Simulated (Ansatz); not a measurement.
All numbers below come from DFT, revPBE, plane waves (420 eV) with PAW, scalar-relativistic (Ansatz). The PAW files were generated under PBE, with cores re-solved for the functional.

An element in the simple cubic structure gives this curve. The cell is scaled uniformly from the relaxed one, with fractional coordinates and shape fixed. Energies are extrapolated to zero smearing, pressures are those at the given smearing. Magnetic state: spin not included.

```json
{"V (Å³/atom)": "75.388", "E − E₀ (meV/atom)": "10.6", "P (GPa)": "0.39"}
{"V (Å³/atom)": "78.814", "E − E₀ (meV/atom)": "4.2", "P (GPa)": "0.24"}
{"V (Å³/atom)": "82.241", "E − E₀ (meV/atom)": "0.9", "P (GPa)": "0.11"}
{"V (Å³/atom)": "85.668", "E − E₀ (meV/atom)": "0.0", "P (GPa)": "0.00"}
{"V (Å³/atom)": "89.095", "E − E₀ (meV/atom)": "1.2", "P (GPa)": "-0.08"}
{"V (Å³/atom)": "92.521", "E − E₀ (meV/atom)": "4.1", "P (GPa)": "-0.16"}
{"V (Å³/atom)": "95.948", "E − E₀ (meV/atom)": "8.4", "P (GPa)": "-0.21"}
```

Problem. Which element is it?
A. sodium
B. potassium
C. lanthanum
D. caesium

Solution. B. Its fit is V₀ = 85.30 Å³/atom, B₀ = 2.4 GPa, B₀′ = 3.7.
